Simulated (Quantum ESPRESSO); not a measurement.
**BeS: single point with PBE**

BeS:

```
CELL_PARAMETERS angstrom
0.00000 2.42500 2.42500
2.42500 0.00000 2.42500
2.42500 2.42500 0.00000
ATOMIC_POSITIONS crystal
S 0.75000 0.75000 0.75000
Be 0.00000 0.00000 0.00000
```

```yaml
Program: Quantum ESPRESSO 7.5
Task: single point
Functional: PBE
Potentials_or_basis: SG15 PBE 1.2
Cutoff: 952 eV
Density_cutoff: 3810 eV
k_mesh: 7 × 7 × 7
Occupations: fermi-dirac, width 0.05 eV
Spin: no spin polarisation
Mixing_beta: 0.5
Most_SCF_iterations: 120
SCF_threshold: 4e-10 Ry
```

```
Pressure               : 1.6 GPa
Band gap on the k mesh : 3.29 eV, indirect (least direct gap 5.70 eV)
```

Levels at points of the mesh, in eV from the valence-band top:
```tsv
k point	band 2	band 3	band 4	band 5	band 6	band 7	band 8	band 9	band 10
(0.00, 0.00, 0.00)	-13.69	0.00	0.00	0.00	5.70	5.70	5.70	5.89	12.83
```

Run time: 3.7 s on 2 MPI ranks on Arm Neoverse V1 (shared host), peak memory 0.1 GiB a rank.

Caveat: an odd mesh through Γ misses points on the zone boundary, where band edges often lie. PBE gaps usually lie below the measured ones, often by a third to a half.
